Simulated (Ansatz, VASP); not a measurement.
## One calculation of Se, two programs

```
CELL_PARAMETERS angstrom
4.49689 0.00000 0.00000
-2.24844 3.89442 0.00000
0.00000 0.00000 4.99619
ATOMIC_POSITIONS crystal
Se 0.21741 0.00000 0.16667
Se 0.00000 0.21741 0.83333
Se 0.78259 0.78259 0.50000
```

Alike in both runs: task single point; functional r2SCAN; k mesh 9 × 9 × 6; occupations gaussian, width 0.02 eV; no spin polarisation.

|  | VASP | Ansatz |
| --- | --- | --- |
| version | VASP 6.6.1 | Ansatz 0.2.0 |
| potentials or method | VASP PAW PBE potentials, release 64 (Se) | scalar-relativistic, plane waves, PAW |
| plane-wave cutoff (eV) | 520 | 500 |
| valence electrons in the cell | 18 | 48 |

Ansatz gave:

| Item | Value |
| --- | --- |
| gap on the k mesh at the Fermi level (eV) | 1.32 |
| least direct gap on the mesh (eV) | 1.57 |
| pressure (GPa) | 0.0 |
| largest component of the traceless stress (GPa) | 0.03 |

**Question.** Estimate VASP's values.

**Answer.** gap on the k mesh at the Fermi level (eV): 1.31; least direct gap on the mesh (eV): 1.56; pressure (GPa): 0.0; largest component of the traceless stress (GPa): 0.05.

With one functional, cell and mesh, what is left measures potentials, basis and numerics. The two sets of potentials don't hold the same shells in valence.

Caveats: the PAW data sets were made with another functional, which shifts forces and pressure a little (VASP); an odd mesh through Γ misses points on the zone boundary, where band edges often lie.
